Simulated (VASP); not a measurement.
Crystal: SnO2 (Cassiterite).

```
Sn O
1.0
     4.77140    0.00000    0.00000
     0.00000    4.77140    0.00000
     0.00000    0.00000    3.21659
Sn O
2 4
Direct
  0.00000 0.00000 0.00000
  0.50000 0.50000 0.50000
  0.30626 0.30626 0.00000
  0.19374 0.80626 0.50000
  0.69374 0.69374 0.00000
  0.80626 0.19374 0.50000
```

Program: VASP 6.6.1. Alike in all runs: task band structure; potentials or basis VASP PAW PBE potentials, release 64 (Sn_d, O); no spin polarisation; cell as given; k mesh 6 × 6 × 8; cutoff (eV) 520; smearing gaussian 0.03 eV.

**Question.** Order these runs on this cell by their band gap on the k mesh, lowest first.
A. level r2SCAN
B. level PBE
C. level TB-mBJ

**Answer.** B (0.98 eV), A (1.68 eV), C (2.86 eV).

Caveats: spin-orbit coupling is left out, which moves the levels of the heavy elements.
